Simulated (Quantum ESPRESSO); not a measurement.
Crystal: Ba.

```xyz
1
Lattice="-2.5065 2.5065 2.5065 2.5065 -2.5065 2.5065 2.5065 2.5065 -2.5065" Properties=species:S:1:pos:R:3 pbc="T T T"
Ba    0.0000    0.0000    0.0000
```

Base run:

```yaml
Program: Quantum ESPRESSO 7.5
Functional: LDA
Potentials_or_basis: SG15 PBE 1.2
Cutoff: 599 eV
Density_cutoff: 2395 eV
k_mesh: 8 × 8 × 8
Occupations: fermi-dirac, width 0.05 eV
Spin: no spin polarisation
```

Its results: band gap on the k mesh none (metal or under the smearing width); pressure -1.3 GPa.

Q: The run is repeated on the same cell with these changes: functional from LDA to AM05. What comes out?

A: Band gap on the k mesh none (metal or under the smearing width); pressure -0.3 GPa.

AM05 binds less tightly than LDA, so the same cell stands under more pressure.

Caveats: the potentials were made for another functional, which shifts forces and pressure; some levels on the path didn't converge; spin-orbit coupling is left out, which moves the levels of the heavy elements.
